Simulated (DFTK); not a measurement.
Runs of DFTK 0.8.2 on Ag. Symmetry: Fm-3m, No. 225, cubic system. Conventional cell: a = 4.085 Å, b = 4.085 Å, c = 4.085 Å, α = 90.00°, β = 90.00°, γ = 90.00°. Ag (site symmetry m-3m) is surrounded by 12 Ag at 2.89 Å. 

```csv
task,level,potentials or basis,cell,k mesh,cutoff (eV),valence electrons,kinetic blow-up at the cutoff (BlowupCHV),most ionic steps,gradient tolerance,mesh quality,gap on the mesh (eV),pressure (GPa),relaxed volume (Å³/atom)
single point,PBEsol,dojo.nc.sr.pbesol.v0_4_1.standard.upf (PBEsol),cell strained at random at fixed volume,11 × 11 × 11,1116,Ag 19,-,-,-,not flagged,none,-2.7,-
band structure,PBEsol,"cp2k.nc.sr.pbe.v0_1.largecore.gth (PBE, GTH)",as given,11 × 11 × 11,1361,Ag 11,-,-,-,not flagged,none,-1.5,-
relaxation of cell and atoms,BLYP,SG15 1.2 (PBE),relaxed,8 × 8 × 8,1415,Ag 19,yes,30,0.0002 Ha/bohr,not flagged,none,0.0,(b)
relaxation of cell and atoms,PBE,SG15 1.2 (PBE),relaxed,8 × 8 × 8,1415,Ag 19,yes,30,0.0002 Ha/bohr,not flagged,none,0.0,17.93
relaxation of cell and atoms,LDA,SG15 1.2 (PBE),relaxed,8 × 8 × 8,1415,Ag 19,yes,30,0.0002 Ha/bohr,not flagged,none,-0.1,15.98
relaxation of cell and atoms,WC,SG15 1.2 (PBE),relaxed,8 × 8 × 8,1415,Ag 19,yes,30,0.0002 Ha/bohr,not flagged,none,0.0,(a)
```

Alike in all rows: no spin polarisation; smearing fermi-dirac 0.05 eV.

Question: Estimate the missing entries.

Answer: (a) 16.78; (b) 19.36.

Caveats: the potentials were made for another functional, which shifts forces and pressure (some runs); GTH potentials come without recommended cutoffs, and this one wasn't checked for convergence (some runs).

A k mesh can miss the band edges, and the runs leave out spin-orbit coupling on Ag.

A gap of «none» marks a metal or a gap under the smearing width.
